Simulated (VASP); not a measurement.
# AlN (P6_3/mmc) in VASP: notebook

The runs below take AlN through single point, with LDA.

Program: VASP 6.6.1. These are calculated values, not measurements. Logs are shortened: lines on timing, memory, paths and dates and some standing lists are left out, and cuts for length are marked.

**1. Starting point**

Symmetry: P6_3/mmc, No. 194, hexagonal system. The conventional cell has a = 3.405 Å, b = 3.405 Å, c = 3.961 Å, α = 90.00°, β = 90.00°, γ = 120.00°. Al (site symmetry -6m2) is surrounded by 5 N at 1.97 to 1.98 Å. N (site symmetry -6m2) has 5 Al at 1.97 to 1.98 Å as nearest neighbours.

Measurements of this composition are mostly on another form, of space group No. 186.

**2. Single point, LDA**

Input file INCAR:

```
ALGO     = Normal         # electronic algorithm
EDIFF    = 1E-6           # SCF threshold, eV
ENCUT    = 520            # plane-wave cutoff, eV
ISIF     = 2              # what is computed and relaxed
ISMEAR   = 0              # smearing method
LASPH    = T              # aspherical terms in the spheres
LCHARG   = F              # write CHGCAR
LREAL    = F              # projectors in reciprocal space
LWAVE    = F              # write WAVECAR
NBANDS   = 16             # bands
NELM     = 80             # most SCF steps
PREC     = Accurate       # precision mode
SIGMA    = 0.05           # smearing width, eV
```

Input file KPOINTS:

```
k-points
0
Gamma
  9 9 6
```

Input file POSCAR:

```
AlN
1.0
    3.4054634934      0.0000000000      0.0000000000
   -1.7027317467      2.9492178970      0.0000000000
    0.0000000000      0.0000000000      3.9611373852
Al N
2 2
Direct
    0.3333333333      0.6666666667      0.7500000000
    0.6666666667      0.3333333333      0.2500000000
    0.3333333333      0.6666666667      0.2500000000
    0.6666666667      0.3333333333      0.7500000000
```

Potentials or basis: VASP PAW LDA potentials, release 64 (Al, N).

Started as:

```bash
$ cat potpaw_LDA.64/Al/POTCAR potpaw_LDA.64/N/POTCAR > POTCAR
$ mpirun -np 1 vasp_std > vasp.out
```

OUTCAR:

```text
EDIFF = 1E-6
   ENCUT = 520
   ISIF = 2
   ISMEAR = 0
   LASPH = T
   LREAL = F
   NELM = 80
   PREC = Accurate

 ion  position               nearest neighbor table
   1  0.333  0.667  0.750-   4 1.97   4 1.97   4 1.97   3 1.98   3 1.98   2 2.79   2 2.79   2 2.79
                             2 2.79   2 2.79   2 2.79
   2  0.667  0.333  0.250-   3 1.97   3 1.97   3 1.97   4 1.98   4 1.98   1 2.79   1 2.79   1 2.79
                             1 2.79   1 2.79   1 2.79
   3  0.333  0.667  0.250-   2 1.97   2 1.97   2 1.97   1 1.98   1 1.98
   4  0.667  0.333  0.750-   1 1.97   1 1.97   1 1.97   2 1.98   2 1.98

  LATTYP: Found a hexagonal cell.
 ALAT       =     3.4054634934
 C/A-ratio  =     1.1631712960

  Lattice vectors:

 A1 = (   3.4054634934,   0.0000000000,   0.0000000000)
 A2 = (  -1.7027317467,   2.9492178970,   0.0000000000)
 A3 = (   0.0000000000,   0.0000000000,   3.9611373852)

Analysis of symmetry for initial positions (statically):
=====================================================================
 Subroutine PRICEL returns:
 Original cell was already a primitive cell.

 Routine SETGRP: Setting up the symmetry group for a
 hexagonal supercell.

 Subroutine GETGRP returns: Found 24 space group operations
 (whereof 12 operations were pure point group operations)
 out of a pool of 24 trial point group operations.

The static configuration has the point symmetry D_3d.
 The point group associated with its full space group is D_6h.

Analysis of symmetry for dynamics (positions and initial velocities):
=====================================================================
 Subroutine PRICEL returns:
 Original cell was already a primitive cell.

 Routine SETGRP: Setting up the symmetry group for a
 hexagonal supercell.

 Subroutine GETGRP returns: Found 24 space group operations
 (whereof 12 operations were pure point group operations)
 out of a pool of 24 trial point group operations.

The dynamic configuration has the point symmetry D_3d.
 The point group associated with its full space group is D_6h.

 Subroutine INISYM returns: Found 24 space group operations
 (whereof 12 operations are pure point group operations),
 and found     1 'primitive' translations

----------------------------------------------------------------------------------------

                                     Primitive cell

  volume of cell :      39.7835

  direct lattice vectors                    reciprocal lattice vectors
     3.405463493  0.000000000  0.000000000     0.293645785  0.169536473  0.000000000
    -1.702731747  2.949217897  0.000000000     0.000000000  0.339072946  0.000000000
     0.000000000  0.000000000  3.961137385     0.000000000  0.000000000  0.252452743

  length of vectors
     3.405463493  3.405463493  3.961137385     0.339072946  0.339072946  0.252452743

  position of ions in fractional coordinates (direct lattice)
     0.333333333  0.666666667  0.750000000
     0.666666667  0.333333333  0.250000000
     0.333333333  0.666666667  0.250000000
     0.666666667  0.333333333  0.750000000

  ion indices of the primitive-cell ions
   primitive index   ion index
                 1           1
                 2           2
                 3           3
                 4           4

----------------------------------------------------------------------------------------

 KPOINTS: k-points

Automatic generation of k-mesh.
 Grid dimensions read from file:
 generate k-points for:    9    9    6

 Generating k-lattice:

  Cartesian coordinates                     Fractional coordinates (reciprocal lattice)
     0.032627309  0.018837386  0.000000000     0.111111111 -0.000000000  0.000000000
     0.000000000  0.037674772  0.000000000     0.000000000  0.111111111  0.000000000
     0.000000000  0.000000000  0.042075457     0.000000000  0.000000000  0.166666667

  Length of vectors
     0.037674772  0.037674772  0.042075457

  Shift w.r.t. Gamma in fractional coordinates (k-lattice)
     0.000000000  0.000000000  0.000000000

 Subroutine IBZKPT returns following result:
 ===========================================

 Found     48 irreducible k-points:

 Following reciprocal coordinates:
            Coordinates               Weight
  0.000000  0.000000  0.000000      1.000000
  0.111111 -0.000000  0.000000      6.000000
  0.222222 -0.000000  0.000000      6.000000
  0.333333 -0.000000  0.000000      6.000000
  0.444444 -0.000000  0.000000      6.000000
  0.111111  0.111111  0.000000      6.000000
[... 16 lines left out ...]
  0.333333  0.222222  0.166667     24.000000
  0.333333  0.333333  0.166667      4.000000
 [... further k-points ...]
   k-points           NKPTS =     48   k-points in BZ     NKDIM =     48   number of bands    NBANDS=     16
   number of dos      NEDOS =    301   number of ions     NIONS =      4
   total plane-waves  NPLWV =  23520
   dimension x,y,z NGX =    28 NGY =   28 NGZ =   30
   dimension x,y,z NGXF=    56 NGYF=   56 NGZF=   60
   ions per type =               2   2
   NGX,Y,Z   is equivalent  to a cutoff of  13.67, 13.67, 12.59 a.u.
   NGXF,Y,Z  is equivalent  to a cutoff of  27.34, 27.34, 25.18 a.u.
 SYSTEM =  unknown system
   PREC   = accura    normal or accurate (medium, high low for compatibility)
   ISTART =      0    job   : 0-new  1-cont  2-samecut
   ICHARG =      2    charge: 1-file 2-atom 10-const
   ISPIN  =      1    spin polarized calculation?
   LNONCOLLINEAR =      F non collinear calculations
   LSORBIT =      F    spin-orbit coupling
   LASPH  =      T    aspherical Exc in radial PAW
   ENCUT  =  520.0 eV  38.22 Ry    6.18 a.u.   6.33  6.33  7.37*2*pi/ulx,y,z
   NELM   =     80;   NELMIN=  2; NELMDL= -5     # of ELM steps
   EDIFF  = 0.1E-05   stopping-criterion for ELM
   LREAL  =      F    real-space projection
   EDIFFG = 0.1E-04   stopping-criterion for IOM
   NSW    =      0    number of steps for IOM
   IBRION =     -1    ionic relax: 0-MD 1-quasi-New 2-CG
   NFREE  =      0    steps in history (QN), initial steepest desc. (CG)
   ISIF   =      2    stress and relaxation
   ISYM   =      2    0-nonsym 1-usesym 2-fastsym
   POTIM  = 0.5000    time-step for ionic-motion
   TEBEG  =    0.0;   TEEND  =   0.0 temperature during run
   PSTRESS=    0.0 pullay stress
   NELECT =      16.0000    total number of electrons
   NUPDOWN=      -1.0000    fix difference up-down
   EMIN   =  10.00;   EMAX   =-10.00  energy-range for DOS
   EFERMI =   0.00;   METHOD = LEGACY
   ISMEAR =     0;   SIGMA  =   0.05  broadening in eV -4-tet -1-fermi 0-gaus
   EFERMI_NEDOS =   21; number of points for ismear=-14 and -15
   IALGO  =     38    algorithm
   IMIX   =      4    mixing-type and parameters
     AMIX     =   0.40;   BMIX     =  1.00
     AMIX_MAG =   1.60;   BMIX_MAG =  1.00
  volume/ion in A,a.u.               =       9.95        67.12
  Fermi-wavevector in a.u.,A,eV,Ry     =   1.208409  2.283561 19.867927  1.460251
  Thomas-Fermi vector in A             =   2.344017
   LORBIT       =      0    0 simple, 1 ext, 2 COOP (PROOUT), +10 PAW based schemes
   GGA     = CA    functional components
   LHFCALC =     F    Hartree Fock is set to
   AEXX    =    0.0000 exact exchange contribution
   IVDW    =     0    specifies the selected vdW correction
   LEPSILON=     F    determine dielectric tensor
   LRPA    =     F    only Hartree local field effects (RPA)
 non-spin polarized calculation
 Gauss-broadening in eV      SIGMA  =   0.05
  energy-cutoff  :      520.00
  volume of cell :       39.78
 maximum number of plane-waves:      1085
 NGX is ok and might be reduce to    28

 number of electron      16.0000000 magnetization

 Free energy of the ion-electron system (eV)
  ---------------------------------------------------
  ext. energy  EPLUGINS =         0.00000000
  ---------------------------------------------------
  free energy    TOTEN  =       -32.34444882 eV

  energy without entropy =      -32.34444882  energy(sigma->0) =      -32.34444882

 E-fermi :   7.5268     XC(G=0): -11.4668

 val. band max:        7.2577744753   @ k =   0.0000   0.0000   0.0000
 cond. band min:      10.7891810359   @ k =   0.0000   0.0000   0.0000
 fundamental gap:      3.5314065606
 Fermi energy:         7.5267997662

 k-point     1 :       0.0000    0.0000    0.0000
  band No.  band energies     occupation
      1      -9.0203      2.00000
      2      -4.8861      2.00000
      3       0.9323      2.00000
      4       4.1013      2.00000
      5       4.1013      2.00000
      6       6.1981      2.00000
[... 8 lines left out ...]
     15      19.1257      0.00000
     16      19.1257      0.00000

 k-point     2 :       0.1111   -0.0000    0.0000
  band No.  band energies     occupation
      1      -8.8865      2.00000
      2      -4.9230      2.00000
      3       1.0685      2.00000
      4       3.6823      2.00000
      5       3.8996      2.00000
      6       5.7457      2.00000
[... 8 lines left out ...]
     15      18.6277      0.00000
     16      19.0899      0.00000

 k-point     3 :       0.2222   -0.0000    0.0000
  band No.  band energies     occupation
      1      -8.5019      2.00000
      2      -5.0715      2.00000
      3       1.4648      2.00000
      4       2.7727      2.00000
      5       3.4887      2.00000
      6       4.9612      2.00000
[... 8 lines left out ...]
     15      17.9443      0.00000
     16      19.9217      0.00000

 k-point     4 :       0.3333   -0.0000    0.0000
  band No.  band energies     occupation
      1      -7.9267      2.00000
      2      -5.4022      2.00000
      3       1.9431      2.00000
      4       2.0711      2.00000
      5       3.1182      2.00000
      6       4.3286      2.00000
[... 8 lines left out ...]
     15      18.1632      0.00000
     16      20.9691      0.00000
[... 324 lines left out ...]
 k-point    22 :       0.2222    0.2222    0.1667
  band No.  band energies     occupation
      1      -7.4537      2.00000
      2      -5.6772      2.00000
      3       1.3437      2.00000
      4       1.7149      2.00000
      5       3.3794      2.00000
      6       4.1258      2.00000
[... 8 lines left out ...]
     15      19.3398      0.00000
     16      20.7933      0.00000

 k-point    23 :       0.3333    0.2222    0.1667
  band No.  band energies     occupation
      1      -6.9081      2.00000
      2      -6.0317      2.00000
      3       1.1060      2.00000
      4       1.8123      2.00000
      5       2.6387      2.00000
      6       4.5821      2.00000
[... 8 lines left out ...]
     15      19.4254      0.00000
     16      20.7019      0.00000

 k-point    24 :       0.3333    0.3333    0.1667
  band No.  band energies     occupation
      1      -6.4318      2.00000
      2      -6.4318      2.00000
      3       1.0454      2.00000
      4       2.0943      2.00000
      5       2.0943      2.00000
      6       5.1687      2.00000
[... 8 lines left out ...]
     15      19.0234      0.00000
     16      20.9236      0.00000

 [... further k-points ...]
[... 5 lines left out ...]
  --------------------------------------------------------------------------------------
  -------------------------------------------------------------------------------------
  Total       -3.2552925     -3.2552925      0.5490086      0.0000000     -0.0000000      0.0000000
  in kB     -131.0984645   -131.0984646     22.1098988      0.0000000     -0.0000000      0.0000000
  external PRESSURE =     -80.0290101 kB  Pullay stress =       0.0000000 kB

 VOLUME and BASIS-vectors are now :
 -----------------------------------------------------------------------------
  energy-cutoff  :      520.00
  volume of cell :       39.78
      direct lattice vectors                 reciprocal lattice vectors
     3.405463493  0.000000000  0.000000000     0.293645785  0.169536473  0.000000000
    -1.702731747  2.949217897  0.000000000     0.000000000  0.339072946  0.000000000
     0.000000000  0.000000000  3.961137385     0.000000000  0.000000000  0.252452743

 POSITION                                       TOTAL-FORCE (eV/Angst)
 -----------------------------------------------------------------------------------
     -0.00000      1.96615      2.97085         0.000000      0.000000      0.000000
      1.70273      0.98307      0.99028         0.000000      0.000000      0.000000
     -0.00000      1.96615      0.99028        -0.000000     -0.000000      0.000000
      1.70273      0.98307      2.97085         0.000000      0.000000      0.000000
 -----------------------------------------------------------------------------------
    total drift:                                0.000000     -0.000000      0.000000

  FREE ENERGIE OF THE ION-ELECTRON SYSTEM (eV)
  ---------------------------------------------------
  free  energy   TOTEN  =       -32.3444488227 eV

  energy  without entropy=      -32.3444488227  energy(sigma->0) =      -32.34444882
```

Run time: 12 s. Hardware: 1 thread of Intel Xeon 6975P-C (Granite Rapids), shared host; peak memory 0.14 GiB.

What came out:

```yaml
Free_energy: -32.3444 eV
Pressure: -8.0 GPa
Band_gap_on_the_k_mesh: 3.53 eV, direct
```

Levels at points of the mesh, in eV from the valence-band top:
```tsv
k point	band 5	band 6	band 7	band 8	band 9	band 10	band 11	band 12
(0.00, 0.00, 0.00)	-3.16	-1.06	-1.06	0.00	3.53	4.39	8.04	8.04
(0.00, 0.00, 0.50)	-2.15	-2.15	-2.15	-2.15	5.90	5.90	8.09	8.09
```

Caveat: an odd mesh through Γ misses points on the zone boundary, where band edges often lie.

**3. Single point, LDA**

This run uses another cell than the first one, of the same volume but with other edges.

Input file INCAR:

```
PREC = Accurate ; ENCUT = 520
EDIFF = 1E-6 ; ISMEAR = 0
SIGMA = 0.05 ; LREAL = False
LASPH = True ; NELM = 60
ALGO = Normal ; ISIF = 2
LWAVE = False ; LCHARG = False
GGA = CA ; NBANDS = 16
```

Input file KPOINTS:

```
regular mesh
0
Gamma
  9 9 6
```

Input file POSCAR:

```
AlN
1.0
    3.2085435845      0.0000000000      0.0000000000
   -1.6042717922      2.7786802533      0.0000000000
    0.0000000000      0.0000000000      4.4622764994
Al N
2 2
Direct
    0.3333333333      0.6666666667      0.7500000000
    0.6666666667      0.3333333333      0.2500000000
    0.3333333333      0.6666666667      0.2500000000
    0.6666666667      0.3333333333      0.7500000000
```

Potentials or basis: VASP PAW LDA potentials, release 64 (Al, N).

Started as:

```bash
$ cat potpaw_LDA.64/Al/POTCAR potpaw_LDA.64/N/POTCAR > POTCAR
$ mpirun -np 1 vasp_std > vasp.out
```

Run time: 8.4 s. Hardware: 1 thread of Intel Xeon 6975P-C (Granite Rapids), shared host; peak memory 0.15 GiB.

It converged, with:

```
Free energy            : -32.3127 eV
Pressure               : -2.5 GPa
Band gap on the k mesh : 3.09 eV, direct
```

Stress tensor (GPa, compression positive):
```
  2.80   0.00   0.00
  0.00   2.80   0.00
  0.00   0.00 -13.03
```

Levels at points of the mesh, in eV from the valence-band top:
```
           k point  band 6  band 7  band 8  band 9  band 10  band 11
(0.00, 0.00, 0.00)   -2.04   -2.04    0.00    3.09     4.57     8.44
(0.00, 0.00, 0.50)   -2.67   -2.67   -2.67    5.46     5.46     8.74
```

LDA gaps usually lie below the measured ones, often by a third to a half.

(Part 1 of 2 ends here.)
